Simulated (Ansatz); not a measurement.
TiO2:

```xyz
12
Lattice="6.1536 -1.8835 0.0000 6.1536 1.8835 0.0000 -1.9283 0.0000 6.3290" Properties=species:S:1:pos:R:3 pbc="T T T"
Ti   10.5189    0.0000    1.8329
Ti    1.8562    0.0000    1.7959
Ti   -0.1400    0.0000    4.4961
Ti    8.5226    0.0000    4.5330
O     3.8886    0.0000    1.8569
O     1.9846    0.0000    4.1297
O     8.7534    0.0000    6.2992
O     8.3943    0.0000    2.1993
O    10.3741    0.0000    3.9874
O     1.6255    0.0000    0.0298
O     6.4903    0.0000    4.4721
O     0.0047    0.0000    2.3416
```

The cell comes from a database or a generator and needn't be the stable form of this composition.

Base run:

- Program: Ansatz 0.2.0
- Functional: BLYP
- Potentials or basis: Ansatz PAW
- Cutoff: 420 eV (not typed: the program's choice for these potentials)
- k mesh: 6 × 6 × 3
- Occupations: fermi-dirac, width 0.05 eV
- Spin: no spin polarisation

Its results: band gap on the k mesh 2.76 eV, indirect (least direct gap 2.91 eV); pressure 3.2 GPa; largest force 0.239 eV/Å.

Task: The run is repeated on the same cell with these changes: functional from BLYP to r2SCAN; cutoff from 420 eV (not typed: the program's choice for these potentials) to 500 eV (not typed: the program's choice for these potentials). What comes out?

Result: Band gap on the k mesh 3.14 eV, indirect (least direct gap 3.30 eV); pressure -5.6 GPa; largest force 0.257 eV/Å.

r2SCAN gives the wider gap, since meta-GGAs in the generalised Kohn-Sham scheme recover part of the derivative discontinuity.

Caveats: the PAW data sets come from PBE, with cores solved anew for the run's functional, which leaves a small shift of forces and pressure.

A k mesh can miss the band edges.
